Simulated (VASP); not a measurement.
Write the native input for VASP 6.6.1 that does the following.

* Task: single point
* Functional: BLYP
* Potentials or basis: VASP PAW PBE potentials, release 64 (Tl_d)
* Cutoff: 520 eV
* k mesh: 12 × 12 × 12
* Occupations: fermi-dirac, width 0.1 eV
* Spin: no spin polarisation
* Dipole correction: no
* Further INCAR settings: ALGO = Normal; EDIFF = 1e-06; NBANDS = 12

The structure of Tl lies in POSCAR:

```
Tl
1.0
   -2.1252425735      2.1252425735      2.1252425735
    2.1252425735     -2.1252425735      2.1252425735
    2.1252425735      2.1252425735     -2.1252425735
Tl
1
Direct
    0.0000000000      0.0000000000      0.0000000000
```

This isn't the form of Tl at room conditions, which is hcp.

One way to write it, as run:

INCAR

```
  AGGAC = 1.0
  AGGAX = 1.0
  ALDAC = 0.0
  ALDAX = 1.0
  ALGO = Normal
  EDIFF = 1E-6
  ENCUT = 520
  GGA = B5
  ISIF = 2
  ISMEAR = -1
  LASPH = T
  LCHARG = F
  LREAL = F
  LWAVE = F
  NBANDS = 12
  NELM = 80
  PREC = Accurate
  SIGMA = 0.1
```

KPOINTS

```
k-points
0
Gamma
  12 12 12
```

Potentials or basis: VASP PAW PBE potentials, release 64 (Tl_d).

Command:

```bash
$ cat potpaw_PBE.64/Tl_d/POTCAR > POTCAR
$ mpirun -np 1 vasp_std > vasp.out
```

Results of the run:

| Quantity | Value |
| --- | --- |
| Pressure | -1.1 GPa |
| Band gap on the k mesh | none (metal or under the smearing width) |

Caveat: the PAW data sets were made with another functional, which shifts forces and pressure a little.

It took 14 s on 1 thread of Intel(R) Xeon(R) 6975P-C (Granite Rapids), with other jobs on the host, peak memory 0.17 GiB.
